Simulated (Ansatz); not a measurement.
**Question.** Write an Ansatz input for a single-point calculation of Tl with PBE (scalar-relativistic), a cutoff of 420 eV (density cutoff 4 times that), a Γ-centred 14×14×14 mesh and Gaussian smearing of 0.05 eV, without spin polarisation. Forces, stress and eigenvalues are wanted. The structure:
```
Tl
1.0
     0.0000000000    2.4294942695    2.4294942695
     2.4294942695    0.0000000000    2.4294942695
     2.4294942695    2.4294942695    0.0000000000
Tl
1
Direct
  0.0000000000 0.0000000000 0.0000000000
```

**Answer.** 
```yaml
crystal:
  lattice:
    - [0.0, 2.4294942695, 2.4294942695]
    - [2.4294942695, 0.0, 2.4294942695]
    - [2.4294942695, 2.4294942695, 0.0]
  atoms:
    - { symbol: Tl, position: [0.0, 0.0, 0.0] }
basis:
  ecutwfc: 420
  ecutrho_ratio: 4
kpoints:
  mp_grid: { grid: [14, 14, 14] }
hamiltonian:
  xc: pbe
scf:
  occupations: { method: gaussian, width: 0.05 }
output:
  forces: true
  stress: true
  eigenvalues: true
```

Run as written, it has 13 valence electrons, 537 plane waves at Γ, 48 symmetry operations and 104 irreducible k-points; it took 6 SCF iterations in all. 

At room temperature and ambient pressure Tl is hcp.
